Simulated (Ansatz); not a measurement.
Relaxed LiI (rock salt):

```
LiI
1.0
    0.00000     6.01904     6.01904
    3.00952     3.00952     6.01904
    3.00952     3.00952     0.00000
I Li
2 2
Direct
  0.00000   0.00000   0.00000
  0.50000   0.00000   0.00000
  0.00000   0.50000   0.50000
  0.50000   0.50000   0.50000
```

A phonon eigenvector at X = (0.5, 0.5, 0.0) is frozen into this cell: atom i moves by Q times the vector below, so Q is the largest atomic displacement, in Å. The cell is held. It is one choice among 2 degenerate patterns. (q is in reciprocal vectors of the primitive cell; the cell shown is doubled to hold the pattern.)

| atom | x | y | z |
|---|---|---|---|
| I1 | 0.000 | 0.058 | 0.000 |
| I2 | 0.000 | -0.058 | 0.000 |
| Li3 | 0.000 | 1.000 | 0.000 |
| Li4 | 0.000 | -1.000 | 0.000 |

Computed with PBE (plane waves to 420 eV, PAW, scalar-relativistic; Ansatz, a first-principles code). k mesh 10×10×10 (Γ-centred), Fermi-Dirac smearing 0.05 eV. Energies are smeared free energies. Compression counts positive. LiI was relaxed with its symmetry unable to fall. Spin-orbit coupling is left out, though I is heavy. The zero of ΔE is the undisplaced structure.

```csv
Q (Å),ΔE (meV/cell),−dE/dQ from forces (eV/Å),P (GPa)
-0.180,15.7,0.202,0.21
-0.150,___,0.154,0.15
-0.120,___,0.114,0.09
-0.090,3.5,0.080,0.06
-0.060,1.5,0.051,0.03
-0.030,0.4,0.025,0.01
0.000,0.0,0.000,0.01
0.030,0.4,-0.025,0.01
0.060,1.5,-0.051,0.03
0.090,3.5,-0.080,0.06
0.120,___,-0.114,0.09
0.150,___,-0.154,0.15
0.180,15.7,-0.202,0.21
```

Question: Some entries are withheld; supply them.

Answer: 
- -0.150, ΔE (meV/cell): 10.4
- -0.120, ΔE (meV/cell): 6.4
- 0.120, ΔE (meV/cell): 6.4
- 0.150, ΔE (meV/cell): 10.4

(A displaced cell: forces are minus the slopes of the energy, force constants its curvatures, and phonons follow from these.)
